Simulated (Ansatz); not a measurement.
Crystal: HfN.

```
Hf N
1.0
     0.00000    2.25600    2.25600
     2.25600    0.00000    2.25600
     2.25600    2.25600    0.00000
Hf N
1 1
Cartesian
  0.0000 0.0000 0.0000
  2.2560 2.2560 2.2560
```

Base run:

* Program: Ansatz 0.2.0
* Functional: PBEsol
* Potentials or basis: Ansatz PAW
* Cutoff: 420 eV (not typed: the program's choice for these potentials)
* k mesh: 10 × 10 × 10
* Occupations: fermi-dirac, width 0.05 eV
* Spin: no spin polarisation
* Hubbard terms: Hf d U = 4 eV

Its results: band gap on the k mesh none (metal or under the smearing width); pressure 3.9 GPa.

**Question.** After a change of settings the same cell gave: band gap on the k mesh none (metal or under the smearing width); pressure 5.5 GPa. Which change was it?
A. hubbard terms from Hf d U = 4 eV to Hf d U = 8 eV
B. hubbard terms from Hf d U = 4 eV to none; hubbard projectors from ortho-atomic (the default) to none
C. hubbard terms from Hf d U = 4 eV to Hf d U = 5 eV
D. k mesh from 10 × 10 × 10 to 6 × 6 × 6; hubbard terms from Hf d U = 4 eV to none; hubbard projectors from ortho-atomic (the default) to none

**Answer.** C.

Caveats: spin-orbit coupling is left out, which moves the levels of the heavy elements; U without spin polarisation on a metal has little footing; the PAW data sets come from PBE, with cores solved anew for the run's functional, which leaves a small shift of forces and pressure.
